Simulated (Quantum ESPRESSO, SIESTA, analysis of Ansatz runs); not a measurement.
# Where Si_C puts its levels in SiC (F-43m) (SIESTA), part 2 of 3

Question: at which Fermi levels does Si_C in SiC (F-43m) change its charge? Model: a cell of 54 host atoms with 1 C taken out and 1 Si put in.

SIESTA 5.4.2; SIESTA numerical-orbital DFT, PBEsol, DZP basis, PseudoDojo 0.4.1 potentials converted to PSML; charged supercells in a uniform background, point-charge correction with alignment at far sites.

So far. Step 2 (Band edges): The gap at this level is 1.23 eV.

### 3. Relaxing each charge state

Level of this step: SIESTA numerical-orbital DFT, PBEsol, DZP basis, PseudoDojo 0.4.1 potentials converted to PSML; relaxation of all atoms of a defect supercell at fixed charge in a uniform background (SIESTA).

Each state starts from the atoms near the defect displaced at random, so that no symmetry of the ideal site is imposed. An odd electron count needs spin polarisation, and the total moment is held fixed to keep the state apart from its neighbours in spin. Charge −1 is shown in full.

File defect.fdf:

```
SystemName                      Si14C13
SystemLabel                     defect
NumberOfSpecies                 2
NumberOfAtoms                   54
%block ChemicalSpeciesLabel
  1   14 Si
  2    6 C
%endblock ChemicalSpeciesLabel
LatticeConstant                 1.0 Ang
%block LatticeVectors
     0.000003000     6.564408000     6.564408000
     6.564408000     0.000003000     6.564408000
     6.564408000     6.564408000     0.000003000
%endblock LatticeVectors
AtomicCoordinatesFormat         Fractional
%block AtomicCoordinatesAndAtomicSpecies
     0.000001066     0.000001066     0.000001066  1
     0.083332324     0.083332324     0.083332324  2
     0.000001066     0.000001066     0.333334400  1
     0.083332324     0.083332324     0.416665657  2
     0.000001066     0.000001066     0.666667733  1
     0.078952034     0.080257904     0.752834492  2
     0.000001066     0.333334400     0.000001066  1
     0.083332324     0.416665657     0.083332324  2
     0.000001066     0.333334400     0.333334400  1
     0.085905596     0.414278884     0.411793268  2
    -0.004595486     0.339327111     0.665951117  1
     0.077409576     0.419757281     0.753579211  2
     0.000001066     0.666667733     0.000001066  1
     0.089882773     0.748515383     0.080611460  2
     0.000446651     0.670746168     0.327138522  1
     0.077236433     0.754375713     0.417191443  2
     0.000754154     0.664171907     0.672524145  1
     0.080200112     0.747895591     0.748738958  2
     0.333334400     0.000001066     0.000001066  1
     0.416665657     0.083332324     0.083332324  2
     0.333334400     0.000001066     0.333334400  1
     0.412431580     0.084628520     0.414005856  2
     0.337201784    -0.002779944     0.661957089  1
     0.411408586     0.088268194     0.748432600  2
     0.333334400     0.333334400     0.000001066  1
     0.418553993     0.421940331     0.079053026  2
     0.338507159     0.328411221     0.331340128  1
     0.414203262     0.417901764     0.412295184  1
     0.334552381     0.328666547     0.664598397  1
     0.422953394     0.416311349     0.747645558  2
     0.328970868     0.663683385     0.002435298  1
     0.417930684     0.753460961     0.085046714  2
     0.327066924     0.669464014     0.336633834  1
     0.410408789     0.750142152     0.420004100  2
     0.329795459     0.668185748     0.663142471  1
     0.416665657     0.749998991     0.749998991  2
     0.666667733     0.000001066     0.000001066  1
     0.746931575     0.087037843     0.078849580  2
     0.668813774     0.005161816     0.329477595  1
     0.746896355     0.089750491     0.414085772  2
     0.662221777     0.003722077     0.670504466  1
     0.748233091     0.082991990     0.756178697  2
     0.670655576     0.329289149     0.003617777  1
     0.747204201     0.414039726     0.082259984  2
     0.666263652     0.328552951     0.332644959  1
     0.748311602     0.417373475     0.422360637  2
     0.673023283     0.329708760     0.664689706  1
     0.749998991     0.416665657     0.749998991  2
     0.661581848     0.664407068     0.003510874  1
     0.747795026     0.747113938     0.089869711  2
     0.671468087     0.661180687     0.332156340  1
     0.749998991     0.749998991     0.416665657  2
     0.666667733     0.666667733     0.666667733  1
     0.749998991     0.749998991     0.749998991  2
%endblock AtomicCoordinatesAndAtomicSpecies
%block kgrid.MonkhorstPack
    2   0   0  0.50
    0   2   0  0.50
    0   0   2  0.50
%endblock kgrid.MonkhorstPack
XC.Functional                   GGA
XC.Authors                      PBEsol
PAO.BasisSize                   DZP
PAO.EnergyShift                 0.005 Ry
Mesh.Cutoff                     300 Ry
NetCharge                       -1.0
Spin                            polarized
%block DM.InitSpin
    27   0.200
    28   0.200
    29   0.200
    33   0.200
    45   0.200
%endblock DM.InitSpin
Spin.Fix                        true
Spin.Total                      1.0
OccupationFunction              FD
ElectronicTemperature           0.01 eV
MaxSCFIterations                150
SCF.MustConverge                true
SCF.Mixer.Method                Pulay
SCF.Mixer.Weight                0.1
SCF.Mixer.History               10
SCF.DM.Tolerance                3.0e-4
SCF.H.Tolerance                 3.0e-3 eV
WriteForces                     true
Charge.Mulliken                 end
SaveRho                         true
SaveElectrostaticPotential      true
Charge.Hirshfeld                end
Charge.Voronoi                  end
MD.TypeOfRun                    Broyden
MD.Steps                        90
MD.MaxForceTol                  0.04 eV/Ang
MD.MaxDispl                     0.15 Ang
WriteCoorStep                   true
AtomCoorFormatOut               Fractional
```

The run is started by

```bash
$ OMP_NUM_THREADS=1 siesta defect.fdf > defect.out
```

The log of the run:

```text
Version         : 5.4.2

                           ***********************
                           *  WELCOME TO SIESTA  *
                           ***********************

[...]
reinit: Reading from file defect.fdf

reinit: -----------------------------------------------------------------------
reinit: System Name: Si14C13
reinit: -----------------------------------------------------------------------
reinit: System Label: defect
reinit: -----------------------------------------------------------------------

[...]
initatom: Reading input for the pseudopotentials and atomic orbitals ----------
Species number:   1 Atomic number:   14 Label: Si
Species number:   2 Atomic number:    6 Label: C

[... pseudopotential checks and orbital generation ...]

prinput: Basis input

PAO.BasisType split

%block ChemicalSpeciesLabel
    1   14 Si                      # Species index, atomic number, species label
    2    6 C                       # Species index, atomic number, species label
%endblock ChemicalSpeciesLabel

%block PAO.Basis                 # Define Basis set
# WARNING: This information might be incomplete!
Si                    2                    # Species label, number of l-shells
 n=3   0   2                         # n, l, Nzeta
   5.819      3.988
   1.000      1.000
 n=3   1   2 P   1                   # n, l, Nzeta, Polarization, NzetaPol
   7.489      5.207
   1.000      1.000
C                     2                    # Species label, number of l-shells
 n=2   0   2                         # n, l, Nzeta
   4.859      3.157
   1.000      1.000
 n=2   1   2 P   1                   # n, l, Nzeta, Polarization, NzetaPol
   5.984      3.889
   1.000      1.000
%endblock PAO.Basis

prinput: ----------------------------------------------------------------------

coor:   Atomic-coordinates input format  =     Fractional

[...]
siesta: System type = bulk

initatomlists: Number of atoms, orbitals, and projectors:     54   702   712

[... echo of the settings ...]

siesta: k-grid: Number of k-points = 4
siesta: k-points from Monkhorst-Pack grid
siesta: k-cutoff (effective) =     9.283 Ang
siesta: k-point supercell and displacements
siesta: k-grid:     2     0     0      0.500
siesta: k-grid:     0     2     0      0.500
siesta: k-grid:     0     0     2      0.500

diag: Algorithm                                     = D&C
diag: Absolute tolerance                            =  0.100E-15
diag: Orthogonalization factor                      =  0.100E-05

superc: Internal auxiliary supercell:     3 x     3 x     3  =      27
superc: Number of atoms, orbitals, and projectors:   1458  18954  19224

                     ====================================
                        Begin Broyden opt. move =      0
                     ====================================

[...]
superc: Internal auxiliary supercell:     3 x     3 x     3  =      27
superc: Number of atoms, orbitals, and projectors:   1458  18954  19224

outcell: Unit cell vectors (Ang):
        0.000003    6.564408    6.564408
        6.564408    0.000003    6.564408
        6.564408    6.564408    0.000003

outcell: Cell vector modules (Ang)   :    9.283475    9.283475    9.283475
outcell: Cell angles (23,13,12) (deg):     60.0000     60.0000     60.0000
outcell: Cell volume (Ang**3)        :    565.7394
[...]
Initializing Density Matrix...

[...]
DM filled with atomic data (user-defined):
Note: For starting DM, Qtot, Tr[D*S] =        217.00000000        216.00000000

InitMesh: MESH = 80 x 80 x 80 = 512000
InitMesh: Mesh cutoff (required, used) =   300.000   307.859 Ry

[...]
iscf     Eharris(eV)        E_KS(eV)     FreeEng(eV)     dDmax     Ef_up Ef_dn(eV) dHmax(eV)
   scf:    1    -7150.822959    -7428.886097    -7428.886367  0.943640 -5.001738 -8.106736  6.196459
[...]
scf:    2    -7208.850549    -7390.364697    -7390.371841  0.255096 -4.593231 -4.946950 10.354770
[...]
scf:    3    -7506.846845    -7473.068628    -7473.069738  0.145384 -4.802466 -6.582040  1.436100
[...]
scf:    4    -7473.265955    -7473.178429    -7473.179507  0.008833 -4.786253 -6.532333  0.872365
[...]
scf:    5    -7473.264533    -7473.231675    -7473.232715  0.011012 -4.772536 -6.480762  0.219952
[...]
scf:    6    -7473.273563    -7473.255056    -7473.256071  0.005840 -4.774987 -6.466293  0.047709
[...]
scf:    7    -7473.264198    -7473.260078    -7473.261075  0.001710 -4.779538 -6.461132  0.028181
[...]
scf:    8    -7473.261719    -7473.260945    -7473.261932  0.000930 -4.781749 -6.455877  0.028443
[...]
scf:    9    -7473.261568    -7473.261295    -7473.262273  0.000767 -4.784624 -6.456703  0.005868
[...]
scf:   10    -7473.261360    -7473.261330    -7473.262306  0.000321 -4.785746 -6.457491  0.004079
[...]
spin moment: {S} , |S| = {        0.0        0.0    1.00000 }     1.00000

SCF Convergence by DM+H criterion
max |DM_out - DM_in|         :     0.0002247992
max |H_out - H_in|      (eV) :     0.0022282732
SCF cycle converged after 11 iterations

Using DM_out to compute the final energy and forces

siesta: E_KS(eV) =            -7473.2613

siesta: E_KS - E_eggbox =     -7473.2613

siesta: Atomic forces (eV/Ang):
[... rows ...]
   Tot   -0.002384   -0.004410   -0.001551
[...]
====================================
                        Begin Broyden opt. move =      7
                     ====================================

[...]
Re-using DM from previous geometries...
Number of DMs in history: 1
 DM extrapolation coefficients:
1   1.00000
New DM after history re-use:

[...]
iscf     Eharris(eV)        E_KS(eV)     FreeEng(eV)     dDmax     Ef_up Ef_dn(eV) dHmax(eV)
   scf:    1    -7478.739752    -7478.738210    -7478.738279  0.009210 -4.666921 -5.969606  0.029393
[...]
scf:    2    -7478.734125    -7478.737034    -7478.737099  0.000371 -4.667118 -5.973747  0.091341
[...]
scf:    3    -7478.738644    -7478.738347    -7478.738415  0.000278 -4.666963 -5.971038  0.002041
     spin moment: {S} , |S| = {        0.0        0.0    1.00000 }     1.00000

SCF Convergence by DM+H criterion
[...]
SCF cycle converged after 3 iterations

[...]
siesta: E_KS(eV) =            -7478.7383

siesta: Atomic forces (eV/Ang):
     1    0.008881   -0.000524   -0.009144
     2   -0.007671    0.003246    0.003849
     3   -0.018118    0.011632    0.007518
     4    0.000145   -0.004167    0.005277
     5    0.004831   -0.003348    0.013024
     6    0.011712    0.002759   -0.007900
     7    0.001022   -0.003412   -0.006448
     8    0.005125   -0.006054   -0.004600
     9    0.012882   -0.009519   -0.006956
    10    0.012062    0.003010   -0.016575
[...]
50   -0.005984   -0.017747    0.003999
    51   -0.006144   -0.010562    0.018376
    52    0.002265   -0.007750    0.009495
    53    0.000891   -0.001116   -0.001416
    54   -0.015691    0.002232    0.024571
   Tot    0.000499    0.001306    0.001198
   Max    0.034402
   Res    0.010467    sqrt( Sum f_i^2 / 3N )
   Max    0.034402    constrained

Stress tensor Voigt[x,y,z,yz,xz,xy] (kbar):      -50.50      -50.52      -50.38        3.64        3.60        3.67
[...]
outcoor: Relaxed atomic coordinates (fractional):
   -0.00029788    0.00003311   -0.00052115   1       1  Si
    0.08246352    0.08364434    0.08344525   2       2  C
   -0.00178214    0.00029945    0.33390371   1       3  Si
    0.08259015    0.08316722    0.41684543   2       4  C
   -0.00073654   -0.00033720    0.66690041   1       5  Si
    0.08312787    0.08354282    0.74939133   2       6  C
   -0.00084811    0.33394869   -0.00044457   1       7  Si
    0.08314916    0.41661928    0.08306147   2       8  C
    0.00008324    0.33313737    0.33306138   1       9  Si
    0.07728385    0.41750032    0.41659580   2      10  C
   -0.00021828    0.33342716    0.66617367   1      11  Si
    0.07689812    0.41751161    0.75468858   2      12  C
   -0.00066635    0.66662549    0.00006706   1      13  Si
    0.08304526    0.75000556    0.08316308   2      14  C
   -0.00080415    0.66707125    0.33301501   1      15  Si
    0.07587655    0.75551039    0.41758748   2      16  C
   -0.00150341    0.66708569    0.66718971   1      17  Si
    0.08275380    0.74975747    0.75017555   2      18  C
    0.33278843    0.00008421   -0.00047551   1      19  Si
    0.41641358    0.08305543    0.08312001   2      20  C
[...]
0.69747397    0.32319152    0.32303042   1      45  Si
    0.75474424    0.41685503    0.41728761   2      46  C
    0.66640488    0.33330001    0.66670506   1      47  Si
    0.75011809    0.41654655    0.74966582   2      48  C
    0.66569056    0.66680494    0.00055751   1      49  Si
    0.74934870    0.74959111    0.08405689   2      50  C
    0.66581766    0.66634303    0.33408513   1      51  Si
    0.74952141    0.75008838    0.41653723   2      52  C
    0.66596974    0.66653464    0.66650174   1      53  Si
    0.74860904    0.75006361    0.75060655   2      54  C

[...]
siesta: Final energy (eV):
siesta:  Band Struct. =   -2751.516708
siesta:       Kinetic =    4214.163671
siesta:       Hartree =     840.578848
[...]
siesta:         Exch. =   -2446.586421
siesta:         Corr. =    -307.911214
[...]
siesta:   Exch.-corr. =   -2754.497634
siesta:  Ion-electron =   -5657.141219
siesta:       Ion-ion =   -4121.842013
[...]
siesta:         Total =   -7478.738347
siesta:      Fermi_up =      -4.666963
siesta:      Fermi_dn =      -5.971038

siesta: Stress tensor (static) (eV/Ang**3):
siesta:    -0.031521    0.002294    0.002247
siesta:     0.002293   -0.031533    0.002274
siesta:     0.002246    0.002274   -0.031443

siesta: Cell volume =        565.739362 Ang**3

siesta: Pressure (static):
siesta:                Solid            Molecule  Units
siesta:           0.00034307          0.00034344  Ry/Bohr**3
siesta:           0.03149887          0.03153279  eV/Ang**3
siesta:          50.46674650         50.52109465  kBar

[...]
mulliken: Qtot =      109.000

[...]
mulliken: Qtot =      108.000

Mulliken Atomic Populations:
Atom #   charge [q] valence [e]      Sz [e]  Species
     1    -0.155324    4.155324    0.033649  Si
     2     0.065933    3.934067    0.006660  C
     3    -0.147871    4.147871    0.030741  Si
     4     0.067981    3.932019    0.005997  C
     5    -0.152458    4.152458    0.033692  Si
     6     0.097651    3.902349    0.005114  C
     7    -0.147581    4.147581    0.030677  Si
     8     0.068460    3.931540    0.005920  C
     9    -0.147312    4.147312    0.034882  Si
    10     0.114839    3.885161    0.005585  C
    11    -0.143728    4.143728    0.029474  Si
    12     0.114838    3.885162    0.003630  C
    13    -0.152707    4.152707    0.033784  Si
    14     0.097871    3.902129    0.005178  C
    15    -0.144039    4.144039    0.029467  Si
    16     0.115034    3.884966    0.003718  C
    17    -0.141711    4.141711    0.029366  Si
    18     0.097866    3.902134    0.004862  C
    19    -0.147755    4.147755    0.030712  Si
    20     0.067988    3.932012    0.005991  C
[...]
45    -0.161119    4.161119    0.030581  Si
    46     0.115911    3.884089    0.005148  C
    47    -0.142720    4.142720    0.030924  Si
    48     0.096724    3.903276    0.004214  C
    49    -0.141874    4.141874    0.029374  Si
    50     0.097672    3.902328    0.004855  C
    51    -0.143238    4.143238    0.031063  Si
    52     0.096526    3.903474    0.004204  C
    53    -0.118221    4.118221    0.030442  Si
    54     0.094770    3.905230    0.004370  C
 Total    -1.000000                1.000000

[...]
Job completed
```

Run time: 1.9 h. Hardware: 1 MPI rank of Intel Xeon Platinum 8259CL at 2.50GHz (Skylake/Cascade Lake), shared host; peak memory 1.2 GiB.

The steps and moves of this run count from the displaced start.

Relaxation path:

```tsv
step	energy less that of the first step (eV)	largest force (eV/Å)
0	0.0000	11.4456
1	-4.9694	1.4678
2	-5.3521	0.6767
3	-5.4412	0.2611
4	-5.4637	0.1273
5	-5.4692	0.1027
6	-5.4741	0.0580
7	-5.4770	0.0344
```

The atoms that moved most (Å):

```tsv
atom	dx	dy	dz	length
Si29	0.182	0.136	-0.119	0.257
Si27	-0.108	-0.174	-0.147	0.252
Si45	-0.098	0.142	0.170	0.242
Si33	0.107	-0.132	0.157	0.232
C40	-0.053	0.066	-0.034	0.091
C24	-0.027	0.072	-0.036	0.085
C34	0.013	0.020	0.069	0.073
C32	-0.037	-0.061	0.000	0.071
```

Neighbours of Si28 at the end:

```tsv
atom	distance (Å)
Si33	2.140
Si29	2.140
Si45	2.140
Si27	2.141
C10	3.131
C32	3.137
C26	3.139
C44	3.142
C22	3.143
C12	3.144
C16	3.144
C40	3.145
C34	3.146
C24	3.150
C30	3.152
C46	3.158
```

Energies on the run's own zero. States near gap, by row:

```tsv
spin	k	band	energy (eV)	filled by count
up	0	105	-7.211	1
up	0	106	-6.778	1
up	0	107	-6.272	1
up	0	108	-6.267	1
up	0	109	-4.73	1
up	0	110	-4.598	0
up	0	111	-4.596	0
up	0	112	-3.927	0
up	0	113	-3.874	0
up	1	105	-7.318	1
up	1	106	-7.24	1
up	1	107	-6.634	1
up	1	108	-6.444	1
up	1	109	-5.21	1
up	1	110	-4.019	0
up	1	111	-3.937	0
up	1	112	-3.543	0
up	1	113	-3.448	0
down	0	104	-7.202	1
down	0	105	-7.201	1
down	0	106	-6.756	1
down	0	107	-6.258	1
down	0	108	-6.253	1
down	0	109	-4.622	0
down	0	110	-4.521	0
down	0	111	-4.519	0
down	0	112	-3.836	0
down	1	104	-7.587	1
down	1	105	-7.308	1
down	1	106	-7.224	1
down	1	107	-6.612	1
down	1	108	-6.43	1
down	1	109	-5.122	0
down	1	110	-3.937	0
down	1	111	-3.871	0
down	1	112	-3.46	0
```

Spin density in the ac plane at fractional y = 0.417, through the centre, with atoms of C and Si within 0.45 Å of it.

Values in units of 1e-3 e/Å³, 13 rows by 16 columns, each cell a mean:
```
 2.8  0.8  0.4  1.5  2.5  1.6  0.4  0.2  0.6  2.3  3.2  1.1  0.2  0.1  0.8  3.1
 0.6  0.4  0.6  1.1  1.0  0.6  0.4  0.3  0.5  0.9  0.9  0.3  0.5  0.6  0.5  0.4
-0.3  0.4  0.6  0.6  0.4  0.5  1.3  1.2  0.4  0.4  0.4  0.5  1.8  1.0  0.5  0.0
 0.1  0.4  1.7  0.6  0.6  1.2  2.8  0.6  0.3  0.9  0.6  0.5  0.7  0.5  0.4  0.8
 2.0  0.4  0.8  1.0  1.1  0.7  0.5  0.5  0.7  2.8  3.6  0.8  0.3  0.4  1.3  3.4
 1.6  0.6  0.5  0.5  0.5  0.6  0.6  0.5  0.7  1.6  2.2  1.0  0.3  0.5  1.0  1.9
 0.3  1.0  0.8  0.3  0.6  1.5  2.1  2.6  1.1  0.5  0.4  0.2  0.6  0.4  0.3  0.3
 0.6  1.8  3.5  0.7  0.8  2.4  1.3  1.9  1.9  0.2  0.6  2.5  1.5  1.1  0.2  0.2
 0.8  0.5  1.1  0.8  1.1  2.1  2.6  1.6  1.2  0.5  0.8  1.2  1.0  0.3  0.9  1.7
 1.5  0.4  0.7  1.2  1.3  1.1  0.7  0.5  0.4  0.6  1.2  0.7  0.4  0.6  1.4  2.5
 1.2  0.6  0.8  1.4  0.9  0.9  1.8  0.7  0.4  0.6  1.0  1.1  0.5  0.8  0.9  1.0
 0.7  1.1  0.9  0.6  0.4  0.5  2.8  2.1  0.5  0.5  0.5  1.1  0.9  0.4  0.5  0.4
 2.1  0.9  0.9  1.1  1.3  0.7  0.7  0.2  0.5  1.8  1.7  0.2 -0.3  0.0  1.1  2.8
```
Columns run along a (9.3 Å), rows up along c (9.3 Å). Atoms in or near the plane, at fractional coordinates: C at (0.08, 0.08), C at (0.08, 0.42), C at (0.08, 0.75), C at (0.42, 0.08), Si at (0.42, 0.42), C at (0.42, 0.75), C at (0.75, 0.08), C at (0.75, 0.42), C at (0.75, 0.75).

(Part 2 of 3 ends here.)

[Logs are printed without paths, hosts, clocks, repeated set-up lines and the standing remarks that a program may print on its own settings, such as how far it seeks lower states.]

[Hosts, paths, dates, database ids (printed as entryN), source tags and the programs' standing remarks are cut or masked in the printed files.]

[For some hosts the program warned that the k-mesh of the response run may be too coarse for force constants and the static dielectric constant; such warnings are not shown here.]

[Charge tables in the logs are Mulliken or Hirshfeld populations, whose sizes and signs can differ; where basis functions stand at a vacancy, SIESTA counts their charge against the missing atom's valence.]

[In relaxation paths of CP2K, step 0 can be the structure after the first move, since the trajectory file begins there, and the last row can be the final structure solved once more.]
